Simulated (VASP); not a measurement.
# Sb (Im-3m) in VASP: further runs

The runs below take Sb through single point, with PBE0(alpha).

Program: VASP 6.6.1. These are calculated values, not measurements. Logs are shortened: lines on timing, memory, paths and dates and some standing lists are left out, and cuts for length are marked.

## 1. The structure

Symmetry: Im-3m, No. 229, cubic system. The conventional cell has a = 3.743 Å, b = 3.743 Å, c = 3.743 Å, α = 90.00°, β = 90.00°, γ = 90.00°. Sb (site symmetry m-3m) is surrounded by 8 Sb at 3.24 Å.

This isn't the form of Sb at room conditions, which is rhombohedral.

## 2. Single point, PBE0(alpha)

POSCAR reads:

```
Sb
1.0
   -1.8713408863      1.8713408863      1.8713408863
    1.8713408863     -1.8713408863      1.8713408863
    1.8713408863      1.8713408863     -1.8713408863
Sb
1
Direct
    0.0000000000      0.0000000000      0.0000000000
```

INCAR.step1 reads:

```
ALGO = Normal ; EDIFF = 1E-5
ENCUT = 520 ; GGA = PE
ISIF = 2 ; ISMEAR = -1
LASPH = True ; LCHARG = False
LREAL = False ; LWAVE = True
NBANDS = 8 ; NELM = 80
PREC = Accurate ; SIGMA = 0.05
```

INCAR.step2 reads:

```
AEXX = 0.2 ; ALGO = Normal
EDIFF = 1E-6 ; ENCUT = 520
GGA = PE ; HFRCUT = -1
ISIF = 2 ; ISMEAR = -1
ISTART = 1 ; LASPH = True
LCHARG = False ; LHFCALC = True
LREAL = False ; LWAVE = False
NBANDS = 8 ; NELM = 80
PREC = Accurate ; PRECFOCK = Fast
SIGMA = 0.05
```

KPOINTS reads:

```
k-points
0
Gamma
  5 5 5
```

Potentials or basis: VASP PAW PBE potentials, release 64 (Sb).

The run is started by

```sh
$ cat potpaw_PBE.64/Sb/POTCAR > POTCAR
$ cp INCAR.step1 INCAR
$ mpirun -np 1 vasp_std > vasp.out
$ cp INCAR.step2 INCAR
$ mpirun -np 1 vasp_std > vasp.out
```

OUTCAR:

```text
AEXX = 0.2
   EDIFF = 1E-6
   ENCUT = 520
   GGA = PE
   ISIF = 2
   ISMEAR = -1
   ISTART = 1
   LASPH = True
   LHFCALC = True
   LREAL = False
   NELM = 80
   PREC = Accurate
   PRECFOCK = Fast

 ion  position               nearest neighbor table
   1  0.000  0.000  0.000-

  LATTYP: Found a body centered cubic cell.
 ALAT       =     3.7426817726

  Lattice vectors:

 A1 = (  -1.8713408863,   1.8713408863,   1.8713408863)
 A2 = (   1.8713408863,  -1.8713408863,   1.8713408863)
 A3 = (   1.8713408863,   1.8713408863,  -1.8713408863)

Analysis of symmetry for initial positions (statically):
=====================================================================
 Subroutine PRICEL returns:
 Original cell was already a primitive cell.

 Routine SETGRP: Setting up the symmetry group for a
 body centered cubic supercell.

 Subroutine GETGRP returns: Found 48 space group operations
 (whereof 48 operations were pure point group operations)
 out of a pool of 48 trial point group operations.

The static configuration has the point symmetry O_h .

Analysis of symmetry for dynamics (positions and initial velocities):
=====================================================================
 Subroutine PRICEL returns:
 Original cell was already a primitive cell.

 Routine SETGRP: Setting up the symmetry group for a
 body centered cubic supercell.

 Subroutine GETGRP returns: Found 48 space group operations
 (whereof 48 operations were pure point group operations)
 out of a pool of 48 trial point group operations.

The dynamic configuration has the point symmetry O_h .

 Subroutine INISYM returns: Found 48 space group operations
 (whereof 48 operations are pure point group operations),
 and found     1 'primitive' translations

----------------------------------------------------------------------------------------

                                     Primitive cell

  volume of cell :      26.2131

  direct lattice vectors                    reciprocal lattice vectors
    -1.871340886  1.871340886  1.871340886     0.000000000  0.267188092  0.267188092
     1.871340886 -1.871340886  1.871340886     0.267188092  0.000000000  0.267188092
     1.871340886  1.871340886 -1.871340886     0.267188092  0.267188092  0.000000000

  length of vectors
     3.241257493  3.241257493  3.241257493     0.377861023  0.377861023  0.377861023

  position of ions in fractional coordinates (direct lattice)
     0.000000000  0.000000000  0.000000000

  ion indices of the primitive-cell ions
   primitive index   ion index
                 1           1

----------------------------------------------------------------------------------------

 KPOINTS: k-points

Automatic generation of k-mesh.
 Grid dimensions read from file:
 generate k-points for:    5    5    5

 Generating k-lattice:

  Cartesian coordinates                     Fractional coordinates (reciprocal lattice)
     0.000000000  0.053437618  0.053437618     0.200000000  0.000000000  0.000000000
     0.053437618  0.000000000  0.053437618     0.000000000  0.200000000  0.000000000
     0.053437618  0.053437618  0.000000000     0.000000000  0.000000000  0.200000000

  Length of vectors
     0.075572205  0.075572205  0.075572205

  Shift w.r.t. Gamma in fractional coordinates (k-lattice)
     0.000000000  0.000000000  0.000000000

 Subroutine IBZKPT returns following result:
 ===========================================

 Found     10 irreducible k-points:

 Following reciprocal coordinates:
            Coordinates               Weight
  0.000000  0.000000  0.000000      1.000000
  0.200000  0.000000  0.000000     12.000000
  0.400000  0.000000  0.000000     12.000000
  0.200000  0.200000  0.000000     24.000000
  0.400000  0.200000  0.000000     24.000000
  0.200000  0.200000  0.200000      8.000000
 -0.200000  0.200000  0.200000      6.000000
 -0.400000  0.400000  0.200000     24.000000
 -0.400000 -0.400000  0.200000      8.000000
 -0.400000  0.400000  0.400000      6.000000
   k-points           NKPTS =     10   k-points in BZ     NKDIM =    125   number of bands    NBANDS=      8
   number of dos      NEDOS =    301   number of ions     NIONS =      1
   total plane-waves  NPLWV =  13824
   dimension x,y,z NGX =    24 NGY =   24 NGZ =   24
   dimension x,y,z NGXF=    48 NGYF=   48 NGZF=   48
   ions per type =               1
   NGX,Y,Z   is equivalent  to a cutoff of  12.31, 12.31, 12.31 a.u.
   NGXF,Y,Z  is equivalent  to a cutoff of  24.62, 24.62, 24.62 a.u.
 SYSTEM =  unknown system
   PREC   = accura    normal or accurate (medium, high low for compatibility)
   ISTART =      1    job   : 0-new  1-cont  2-samecut
   ICHARG =      0    charge: 1-file 2-atom 10-const
   ISPIN  =      1    spin polarized calculation?
   LNONCOLLINEAR =      F non collinear calculations
   LSORBIT =      F    spin-orbit coupling
   LASPH  =      T    aspherical Exc in radial PAW
   ENCUT  =  520.0 eV  38.22 Ry    6.18 a.u.   6.03  6.03  6.03*2*pi/ulx,y,z
   NELM   =     80;   NELMIN=  2; NELMDL=  0     # of ELM steps
   EDIFF  = 0.1E-05   stopping-criterion for ELM
   LREAL  =      F    real-space projection
   EDIFFG = 0.1E-04   stopping-criterion for IOM
   NSW    =      0    number of steps for IOM
   IBRION =     -1    ionic relax: 0-MD 1-quasi-New 2-CG
   NFREE  =      0    steps in history (QN), initial steepest desc. (CG)
   ISIF   =      2    stress and relaxation
   ISYM   =      3    0-nonsym 1-usesym 2-fastsym
   POTIM  = 0.5000    time-step for ionic-motion
   TEBEG  =    0.0;   TEEND  =   0.0 temperature during run
   PSTRESS=    0.0 pullay stress
   NELECT =       5.0000    total number of electrons
   NUPDOWN=      -1.0000    fix difference up-down
   EMIN   =  10.00;   EMAX   =-10.00  energy-range for DOS
   EFERMI =   0.00;   METHOD = LEGACY
   ISMEAR =    -1;   SIGMA  =   0.05  broadening in eV -4-tet -1-fermi 0-gaus
   EFERMI_NEDOS =   21; number of points for ismear=-14 and -15
   IALGO  =     38    algorithm
   IMIX   =      1    mixing-type and parameters
     AMIX     =   0.40;   BMIX     =  1.00
     AMIX_MAG =   1.60;   BMIX_MAG =  1.00
  volume/ion in A,a.u.               =      26.21       176.89
  Fermi-wavevector in a.u.,A,eV,Ry     =   0.942378  1.780837 12.083018  0.888077
  Thomas-Fermi vector in A             =   2.069982
   LORBIT       =      0    0 simple, 1 ext, 2 COOP (PROOUT), +10 PAW based schemes
   GGA     = PE    functional components
   LHFCALC =     T    Hartree Fock is set to
   PRECFOCK=fast      Normal, Fast or Accurate (Low or Medium for compatibility)
   ENCUT4O =  -1.0   cutoff for four orbital integrals eV
   NKREDX  =     1    reduce k-point grid by
   NKREDY  =     1    reduce k-point grid by
   NKREDZ  =     1    reduce k-point grid by
   AEXX    =    0.2000 exact exchange contribution
   HFSCREEN=    0.0000 screening length (either q_TF or 0.3 A-1)
   HFSCREENC=   0.0000 screening length for correlation (either q_TF or 0.3 A-1)
   ENCUTFOCK=  -1.0 apply spherical cutoff to Coloumb kernel
   IVDW    =     0    specifies the selected vdW correction
   LEPSILON=     F    determine dielectric tensor
   LRPA    =     F    only Hartree local field effects (RPA)
 non-spin polarized calculation
  energy-cutoff  :      520.00
  volume of cell :       26.21
 maximum number of plane-waves:       713
  NGX = 14; NGY = 14; NGZ = 14

 number of electron       4.9999999 magnetization

 Free energy of the ion-electron system (eV)
  ---------------------------------------------------
  ext. energy  EPLUGINS =         0.00000000
  ---------------------------------------------------
  free energy    TOTEN  =        -4.94125880 eV

  energy without entropy =       -4.93437193  energy(sigma->0) =       -4.93781536

 E-fermi :   8.7437     XC(G=0):  -8.6299

 val. band max:        8.6375310341   @ k =   0.2000   0.2000   0.0000
 cond. band min:       9.0390138313   @ k =  -0.4000   0.4000   0.2000
 fundamental gap:      0.4014827971
 Fermi energy:         8.7436814448

 k-point     1 :       0.0000    0.0000    0.0000
  band No.  band energies     occupation
      1      -6.0536      2.00000
      2      15.3081      0.00000
      3      15.3081      0.00000
      4      15.3081      0.00000
      5      20.1652      0.00000
      6      20.1652      0.00000
      7      20.1652      0.00000
      8      21.6005      0.00000

 k-point     2 :       0.2000    0.0000    0.0000
  band No.  band energies     occupation
      1      -4.9855      2.00000
      2      10.2321      0.00000
      3      13.1653      0.00000
      4      14.5167      0.00000
      5      17.6698      0.00000
      6      17.9133      0.00000
      7      20.8087      0.00000
      8      21.7102      0.00000

 k-point     3 :       0.4000    0.0000    0.0000
  band No.  band energies     occupation
      1      -2.3662      2.00000
      2       3.5095      2.00000
      3      11.1385      0.00000
      4      13.3911      0.00000
      5      16.0782      0.00000
      6      16.4876      0.00000
      7      22.7112      0.00000
      8      23.6488      0.00000

 k-point     4 :       0.2000    0.2000    0.0000
  band No.  band energies     occupation
      1      -3.2318      2.00000
      2       6.2772      2.00000
      3       8.6375      1.78624
      4      12.6005      0.00000
      5      17.8673      0.00000
      6      18.9301      0.00000
      7      21.9021      0.00000
      8      22.8754      0.00000

 k-point     5 :       0.4000    0.2000    0.0000
  band No.  band energies     occupation
      1      -0.8021      2.00000
      2       2.6985      2.00000
      3       6.8211      2.00000
      4      11.8748      0.00000
      5      17.5936      0.00000
      6      20.4561      0.00000
      7      22.1837      0.00000
      8      22.3674      0.00000

 k-point     6 :       0.2000    0.2000    0.2000
  band No.  band energies     occupation
      1      -0.9248      2.00000
      2       4.1905      2.00000
      3       6.7764      2.00000
      4       6.7764      2.00000
      5      22.9028      0.00000
      6      22.9028      0.00000
      7      24.6754      0.00000
      8      24.6754      0.00000

 k-point     7 :      -0.2000    0.2000    0.2000
  band No.  band energies     occupation
      1      -4.0583      2.00000
      2      10.3145      0.00000
      3      11.0312      0.00000
      4      11.0312      0.00000
      5      15.6496      0.00000
      6      21.0261      0.00000
      7      21.0261      0.00000
      8      21.3365      0.00000

 k-point     8 :      -0.4000    0.4000    0.2000
  band No.  band energies     occupation
      1      -1.5012      2.00000
      2       4.4105      2.00000
      3       9.0390      0.00543
      4      10.6278      0.00000
      5      15.9084      0.00000
      6      19.7642      0.00000
      7      19.7927      0.00000
      8      21.1649      0.00000

 k-point     9 :      -0.4000   -0.4000    0.2000
  band No.  band energies     occupation
      1       0.4088      2.00000
      2       4.6138      2.00000
      3       4.6138      2.00000
      4      11.5069      0.00000
      5      16.0553      0.00000
      6      16.0553      0.00000
      7      19.5102      0.00000
      8      26.0749      0.00000

 k-point    10 :      -0.4000    0.4000    0.4000
  band No.  band energies     occupation
      1       0.8971      2.00000
      2       6.3186      2.00000
      3       6.6960      2.00000
      4       6.6960      2.00000
      5      12.5020      0.00000
      6      14.7112      0.00000
      7      24.9130      0.00000
      8      25.5145      0.00000

------------------------ aborting loop because EDIFF is reached ----------------------------------------

  FORCE on cell =-STRESS in cart. coord.  units (eV):
  Direction    XX          YY          ZZ          XY          YZ          ZX
  --------------------------------------------------------------------------------------
  -------------------------------------------------------------------------------------
  Total       -0.4548531     -0.4548531     -0.4548531      0.0000000      0.0000000     -0.0000000
  in kB      -27.8011701    -27.8011701    -27.8011701      0.0000000      0.0000000     -0.0000000
  external PRESSURE =     -27.8011701 kB  Pullay stress =       0.0000000 kB

 VOLUME and BASIS-vectors are now :
 -----------------------------------------------------------------------------
  energy-cutoff  :      520.00
  volume of cell :       26.21
      direct lattice vectors                 reciprocal lattice vectors
    -1.871340886  1.871340886  1.871340886     0.000000000  0.267188092  0.267188092
     1.871340886 -1.871340886  1.871340886     0.267188092  0.000000000  0.267188092
     1.871340886  1.871340886 -1.871340886     0.267188092  0.267188092  0.000000000

 POSITION                                       TOTAL-FORCE (eV/Angst)
 -----------------------------------------------------------------------------------
      0.00000      0.00000      0.00000         0.000000      0.000000      0.000000
 -----------------------------------------------------------------------------------
    total drift:                               -0.000000     -0.000000     -0.000000

  FREE ENERGIE OF THE ION-ELECTRON SYSTEM (eV)
  ---------------------------------------------------
  free  energy   TOTEN  =        -4.9412587972 eV

  energy  without entropy=       -4.9343719297  energy(sigma->0) =       -4.93781536
```

It took 16 s on 1 thread of Intel Xeon 6975P-C (Granite Rapids), shared host; peak memory 0.14 GiB.

Results:

```yaml
Free_energy: -4.9413 eV
Pressure: -2.8 GPa
Band_gap_on_the_k_mesh: none (metal or under the smearing width)
```

Levels at points of the mesh, in eV from the Fermi level:
| k point | band 1 | band 2 | band 3 | band 4 | band 5 | band 6 | band 7 |
| --- | --- | --- | --- | --- | --- | --- | --- |
| (0.00, 0.00, 0.00) | -14.80 | 6.56 | 6.56 | 6.56 | 11.42 | 11.42 | 11.42 |

Caveat: the k mesh is coarse (spacing up to 0.47 Å⁻¹), so the values aren't converged, least of all with exact exchange; the PAW data sets were made with another functional, which shifts forces and pressure a little.

(Part 1 of 2 ends here.)
